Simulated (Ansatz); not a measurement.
# RbBr: other elements on the same sites

Computed with Ansatz, DFT r2SCAN, scalar-relativistic, plane waves, PAW. Run with 500 eV cutoff, 6×6×6 k-mesh, Gaussian smearing of 0.02 eV, no spin polarisation.

The relaxed crystal:

```yaml
crystal:
  lattice:
    - [4.12608, 0.00000, 0.00000]
    - [0.00000, 4.12608, 0.00000]
    - [0.00000, 0.00000, 4.12608]
  atoms:
    - { symbol: Rb, position: [0.00000, 0.00000, 0.00000] }
    - { symbol: Br, position: [0.50000, 0.50000, 0.50000] }
```

Each substitution replaces an element on all its sites; cell and atoms are then relaxed within the symmetry of the start. The crystals needn't be the stable forms of their compositions. Lengths are those of the primitive cell. Mesh and smearing follow each crystal's size and gap, and all runs are without spin polarisation. Gaps are generalised Kohn–Sham gaps over the whole zone.

Energies of formation count from the elements' standard states in the same functional (gases as molecules, bromine and mercury as crystals, carbon as graphite, phosphorus as black phosphorus), at zero temperature and without zero-point motion.

Spin-orbit coupling is left out, which matters for the bands and energies of heavy elements.

| change | formula | V (Å³/atom) | a (Å) | b (Å) | c (Å) | gap (eV) | space group | ΔH_f (eV/atom) |
| --- | --- | --- | --- | --- | --- | --- | --- | --- |
| none | RbBr | 35.12 | 4.126 | 4.126 | 4.126 | 4.83 | Pm-3m (221) | -1.966 |
| Br→F, Rb→Na | NaF | 10.90 | 2.793 | 2.793 | 2.793 | 7.06 | Pm-3m (221) | -2.808 |
| Br→Cl, Rb→Cs | CsCl | 35.46 | 4.139 | 4.139 | 4.139 | 5.91 | Pm-3m (221) | -2.248 |
| Br→Cl, Rb→Li | LiCl | 17.51 | 3.272 | 3.272 | 3.272 | 5.25 | Pm-3m (221) | -1.767 |
| Br→I, Rb→Na | NaI | 32.96 | 4.040 | 4.040 | 4.040 | 3.06 | Pm-3m (221) | -1.308 |
| Br→Cl, Rb→Na | NaCl | 20.70 | 3.460 | 3.460 | 3.460 | 4.92 | Pm-3m (221) | -1.938 |
| Br→I, Rb→Cs | CsI | 48.65 | 4.600 | 4.600 | 4.600 | 4.54 | Pm-3m (221) | -1.780 |